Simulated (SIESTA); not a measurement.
TiPt3 under changes of volume

One of the cells (14.796 Å³/atom); the others are scaled copies at fixed shape and fractional positions:

```xyz
4
Lattice="3.8970 0.0000 0.0000 0.0000 3.8970 0.0000 0.0000 0.0000 3.8970" Properties=species:S:1:pos:R:3 pbc="T T T"
Pt    1.9485    1.9485    0.0000
Pt    1.9485    0.0000    1.9485
Pt    0.0000    1.9485    1.9485
Ti    0.0000    0.0000    0.0000
```

```yaml
Program: SIESTA 5.4.2
Functional: LDA
Potentials_or_basis: PseudoDojo 0.4 standard (LDA files)
Basis: DZP (energy shift 0.003 Ry; two zetas on semicore shells)
Grid_cutoff: 800 Ry
Energy_shift: 0.003 Ry
k_mesh: 7 × 7 × 7
Occupations: fermi-dirac, width 0.05 eV
Spin: no spin polarisation
```

| volume (Å³/atom) | energy over the lowest point (meV/atom) | pressure (GPa) |
| --- | --- | --- |
| 13.908 | ? | ? |
| 14.204 | 11.67 | 9.6 |
| 14.500 | 0.04 | 3.1 |
| 14.796 | 0.00 | -2.9 |
| 15.091 | 10.27 | -8.0 |
| 15.387 | 29.49 | -12.7 |
| 15.683 | 56.77 | -16.7 |

Q: What does the run at 13.908 Å³/atom give?

A: Energy over the lowest point 36.19 meV/atom; pressure 17.0 GPa.

Worked out: A Birch-Murnaghan fit of order 3 (a polynomial in V^(-2/3)) to the other rows has its minimum at 14.65 Å³/atom with B0 = V·E''(V) = 292 GPa and B' = 5.2. It gives 36.51 meV/atom at 13.908 Å³/atom, against the run's 36.19, and -dE/dV = 17.3 GPa, against 17.0.

Energies are extrapolated to zero smearing.

Caveats: short orbitals over semicore shells can move pressures by several GPa; the basis of atomic orbitals isn't converged, which shifts pressures, moduli and gaps.
